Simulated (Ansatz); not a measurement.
**InP (Fm-3m): seeking the equilibrium cell**

Where does the pressure of InP (Fm-3m) vanish?

Program: Ansatz 0.2.0. Level of theory: DFT r²SCAN and PBE (the runs whose input is shown use PBE), scalar-relativistic, plane waves, PAW. These are calculated values, not measurements.

## (1) Starting point

Symmetry: Fm-3m, No. 225, cubic system. Conventional cell: a = 5.538 Å, b = 5.538 Å, c = 5.538 Å, α = 90.00°, β = 90.00°, γ = 90.00°. In (site symmetry m-3m) has 6 P at 2.77 Å as nearest neighbours. Around P (site symmetry m-3m) lie 6 In at 2.77 Å.

As a file:

```cif
data_structure
_symmetry_space_group_name_H-M 'P 1'
_symmetry_Int_Tables_number 1
_cell_length_a 3.9157
_cell_length_b 3.9157
_cell_length_c 3.9157
_cell_angle_alpha 60.000
_cell_angle_beta 60.000
_cell_angle_gamma 60.000
_cell_volume 42.45
loop_
_atom_site_label
_atom_site_type_symbol
_atom_site_fract_x
_atom_site_fract_y
_atom_site_fract_z
_atom_site_occupancy
In1 In 0.00000 0.00000 0.00000 1
P1 P 0.50000 0.50000 0.50000 1
```

## (2) First run, at the start cell

input.yaml

```yaml
crystal:
  lattice:
    - [0.0, 2.768834, 2.768834]
    - [2.768834, 0.0, 2.768834]
    - [2.768834, 2.768834, 0.0]
  atoms:
    - { symbol: In, position: [0.0, 0.0, 0.0] }
    - { symbol: P, position: [0.5, 0.5, 0.5] }
basis:
  ecutwfc: 420
  ecutrho_ratio: 4
kpoints:
  mp_grid: { grid: [6, 6, 6] }
hamiltonian:
  xc: pbe
scf:
  occupations: { method: gaussian, width: 0.05 }
output:
  forces: true
  stress: true
  eigenvalues: true
```

Started as:

```bash
ansatz run input.yaml --threads 1 --pin off --max-ram 2560MiB --backend cpu --events-out ev --progress --plain --runs-dir out
```

After this run come: A new volume, run 2; Another level, run 3; Volume adjusted, run 4; Volume adjusted, run 5.

Before running it: what results should come out? Wanted: volume; pressure; conventional cell; gap on the mesh.

As calculated:

```
         quantity                                                                      value
           volume                                                             20.743 Å³/atom
         pressure                                                                   0.00 GPa
conventional cell  a = 5.495 Å, b = 5.495 Å, c = 5.495 Å, α = 90.00°, β = 90.00°, γ = 90.00°
  gap on the mesh                                                               none (metal)
```

What this shows: The volume went from 21.23 to 20.74 Å³/atom (-2.3 %), where 0.00 GPa is left.
